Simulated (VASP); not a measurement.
Wanted: the native input for a VASP 6.6.1 run.

```
Task                   : relaxation of the atoms
Functional             : PBE
Potentials or basis    : VASP PAW PBE potentials, release 64 (Be, Se)
Cutoff                 : 300 eV
k mesh                 : 5 × 5 × 5
Occupations            : gaussian, width 0.03 eV
Spin                   : no spin polarisation
Further INCAR settings : ALGO = Normal; EDIFF = 1e-07; IBRION = 2; EDIFFG = -0.01; NSW = 40
```

The structure of BeSe lies in POSCAR:

```
BeSe                                    
1.0
    0.0000000000      2.6430480939      2.6430480939
    2.6430480939      0.0000000000      2.6430480939
    2.6430480939      2.6430480939      0.0000000000
  Be              Se            
     1     1
Direct
     0.0000000000000000    0.0000000000000000    0.0000000000000000
     0.2500000000000000    0.2500000000000000    0.2500000000000000
```

The cell isn't the ideal one: a relaxed cell with its volume scaled by 1.06.

The input as run:

INCAR

```
SYSTEM = BeSe
  PREC = Accurate
  ENCUT = 300
  EDIFF = 1E-7
  ISMEAR = 0
  SIGMA = 0.03
  LREAL = .FALSE.
  LASPH = .TRUE.
  NELM = 80
  ALGO = Normal
  ISIF = 2
  LWAVE = .FALSE.
  LCHARG = .FALSE.
  GGA = PE
  IBRION = 2
  NSW = 40
  EDIFFG = -0.01
```

KPOINTS

```
regular mesh
0
G
  5 5 5
  0 0 0
```

Potentials or basis: VASP PAW PBE potentials, release 64 (Be, Se).

Launch:

```bash
$ cat potpaw_PBE.64/Be/POTCAR potpaw_PBE.64/Se/POTCAR > POTCAR
$ mpirun -np 1 vasp_std > vasp.out
```

Results of the run:

- Pressure after relaxing: -3.9 GPa
- Band gap on the k mesh: 3.00 eV, indirect (least direct gap 3.78 eV)

Caveat: the cutoff is under 1.25 times the usual one of these potentials, so pressure, stress and relaxed cells hold a basis-set (Pulay) error; the relaxation stopped at its first step, so nothing moved; an odd mesh through Γ misses points on the zone boundary, where band edges often lie.

It took 2.9 s on 1 thread of Intel(R) Xeon(R) Platinum 8559C (Emerald Rapids) (shared host), peak memory 0.13 GiB.
